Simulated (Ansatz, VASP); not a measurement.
# BeSe in VASP and in Ansatz

File POSCAR:

```
BeSe
1.0
    0.0000000000      2.5810353763      2.5810353763
    2.5810353763      0.0000000000      2.5810353763
    2.5810353763      2.5810353763      0.0000000000
Be Se
1 1
Direct
    0.0000000000      0.0000000000      0.0000000000
    0.2500000000      0.2500000000      0.2500000000
```

Contents of INCAR.step1:

```
SYSTEM = BeSe
PREC = Accurate
ENCUT = 520
ISMEAR = 0
SIGMA = 0.01
LREAL = .False.
LASPH = .True.
NELM = 60
NBANDS = 11
GGA = PE
ALGO = Normal
EDIFF = 1E-4
LWAVE = .True.
LCHARG = .False.
```

INCAR.step2

```
SYSTEM = BeSe
PREC = Accurate
ENCUT = 520
EDIFF = 1E-6
ISMEAR = 0
SIGMA = 0.01
LREAL = .False.
LASPH = .True.
NELM = 60
ALGO = Normal
ISIF = 2
LWAVE = .False.
LCHARG = .False.
METAGGA = R2SCAN
LMIXTAU = .True.
NBANDS = 11
ISTART = 1
```

KPOINTS

```
regular mesh
0
Gamma
  6 6 6
  0 0 0
```

Input for Ansatz:

```yaml
crystal:
  lattice:
    - [0.0, 2.5810353763, 2.5810353763]
    - [2.5810353763, 0.0, 2.5810353763]
    - [2.5810353763, 2.5810353763, 0.0]
  atoms:
    - { symbol: Be, position: [0.0, 0.0, 0.0] }
    - { symbol: Se, position: [0.25, 0.25, 0.25] }
kpoints:
  mp_grid: { grid: [6, 6, 6] }
hamiltonian:
  xc: r2scan
scf:
  occupations: { method: fixed }
  n_extra_bands: 4
output:
  forces: true
  stress: true
  eigenvalues: true
  write_density: true
  write_potential: true
  elf: true
  volumetric_format: npy
```

The cell was built by a generator and needn't be a form met in nature.

Alike in both runs: task single point; functional r2SCAN; k mesh 6 × 6 × 6; no spin polarisation.

|  | VASP | Ansatz |
| --- | --- | --- |
| version | VASP 6.6.1 | Ansatz 0.2.0 |
| potentials or method | VASP PAW PBE potentials, release 64 (Be, Se) | plane waves, PAW |
| plane-wave cutoff (eV) | 520 | 500 |
| occupations | gaussian, width 0.01 eV | fixed |
| valence electrons in the cell | 8 | 18 |

Ansatz gave:

```
gap on the k mesh at the Fermi level (eV) : 3.12
pressure (GPa)                            : 0.0
```

Problem. What did VASP give for the same quantities?

Solution. gap on the k mesh at the Fermi level (eV): 3.12; pressure (GPa): 0.3.

The two sets of potentials don't hold the same shells in valence.

Caveats: the PAW data sets were made with another functional, which shifts forces and pressure a little (VASP). r2SCAN opens gaps a little over a GGA but as a rule still falls short of measured ones. A k mesh can miss the band edges.
